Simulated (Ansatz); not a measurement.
Pd (P63/mmc); volume scaled by 1.18.

```
CELL_PARAMETERS angstrom
2.94156 0.00000 0.00000
-1.47078 2.54747 0.00000
0.00000 0.00000 4.89145
ATOMIC_POSITIONS crystal
Pd 0.66667 0.33333 0.75000
Pd 0.33333 0.66667 0.25000
```

The reference geometry is a structure from the Materials Project; nothing is relaxed.

Functional, mesh and filling: PBE, 14×14×7 k mesh, Fermi–Dirac smearing of 0.05 eV. PAW means Ansatz 0.2.0 on its default frozen-core files. Site moments are integrated in spheres about the atoms. Start moments (μB): Pd1 0.6, Pd2 0.6.

The self-consistent cycle went as follows.

```csv
iteration,Harris–Foulkes energy less the last (meV),density residual (eV),M (μB),∫|m| (μB)
1,-1985.327,8.4e+00,1.0168,1.0413
2,-548.357,2.5e+00,0.9673,1.0056
3,8.138,1.3e-01,0.8930,0.9366
4,4.453,3.3e-03,0.8811,0.9274
5,2.795,1.9e-03,0.8740,0.9220
6,0.916,8.6e-05,0.8695,0.9195
7,0.523,5.0e-05,0.8655,0.9166
8,0.304,3.7e-05,0.8623,0.9141
9,0.003,5.7e-06,0.8512,0.9049
10,0.000,9.0e-07,0.8505,0.9037
11,0.000,1.2e-07,0.8501,0.9031
12,0.000,2.0e-08,0.8500,0.9029
13,0.000,4.6e-10,0.8500,0.9029
```

Site moments (μB): Pd1 0.44, Pd2 0.44. Cell moment 0.85 μB.

The Ansatz runs typed with the search for lower states off end where their start leads. The magnetic state is the one that this cell and start allow. It needn't be the compound's measured order, which may need a larger cell or be absent.
